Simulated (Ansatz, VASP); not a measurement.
**C: VASP beside Ansatz**

```xyz
8
Lattice="0.0000 3.7595 3.7595 3.7595 0.0000 3.7595 3.7595 3.7595 0.0000" Properties=species:S:1:pos:R:3 pbc="T T T"
C     0.5302    3.2293    3.2293
C     1.3495    1.3495    1.3495
C     2.4099    2.4099    1.3495
C     2.4099    1.3495    2.4099
C     3.2293    0.5302    3.2293
C     0.5302    0.5302    0.5302
C     3.2293    3.2293    0.5302
C     1.3495    2.4099    2.4099
```

Alike in both runs: functional PBE; k mesh 4 × 4 × 4; occupations gaussian, width 0.1 eV; no spin polarisation.

Ansatz relaxed the structure, and its values are those at the end. VASP's run is a single point on that final structure, the one shown.

```csv
,VASP,Ansatz
version,VASP 6.6.1,Ansatz 0.2.0
potentials or method,"VASP PAW PBE potentials, release 64 (C)","scalar-relativistic, plane waves, PAW"
plane-wave cutoff (eV),520,420
valence electrons in the cell,32,32
```

Ansatz gave:

| Item | Value |
| --- | --- |
| gap on the k mesh at the Fermi level (eV) | 2.29 |
| least direct gap on the mesh (eV) | 2.29 |
| pressure (GPa) | -0.3 |
| rms of the force components (eV/Å) | 0.001 |

Q: Which values does VASP return?

A: gap on the k mesh at the Fermi level (eV): 2.28; least direct gap on the mesh (eV): 2.28; pressure (GPa): -0.1; rms of the force components (eV/Å): 0.078.
